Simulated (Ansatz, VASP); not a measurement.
# Ag in VASP and in Ansatz

```
Ag
1.0
    -1.66744    1.70967    1.67800
     1.64484   -1.66248    1.60821
     1.64974    1.64478   -1.63081
Ag
1
Direct
  0.00036 0.98336 0.99733
```

Change from the starting cell: cell strained at random at fixed volume.

Alike in both runs: task single point; functional PBEsol; k mesh 11 × 11 × 11; occupations fermi-dirac, width 0.05 eV; no spin polarisation.

|  | VASP | Ansatz |
| --- | --- | --- |
| version | VASP 6.6.1 | Ansatz 0.2.0 |
| potentials or method | VASP PAW PBE potentials, release 64 (Ag) | Ansatz PAW |
| plane-wave cutoff (eV) | 520 | 420 |
| valence electrons in the cell | 11 | 19 |

Ansatz gave:

```
gap on the k mesh at the Fermi level (eV)       : none
pressure (GPa)                                  : -7.2
largest component of the traceless stress (GPa) : 1.40
```

**Question.** Estimate VASP's values.

**Answer.** gap on the k mesh at the Fermi level (eV): none; pressure (GPa): -7.4; largest component of the traceless stress (GPa): 1.40.

A gap of «none» marks a metal or a gap that the smearing closes. The two sets of potentials don't hold the same shells in valence.

Caveats: the PAW data sets were made with another functional, which shifts forces and pressure a little (VASP); the PAW data sets come from PBE, with cores solved anew for the run's functional, which leaves a small shift of forces and pressure (Ansatz).
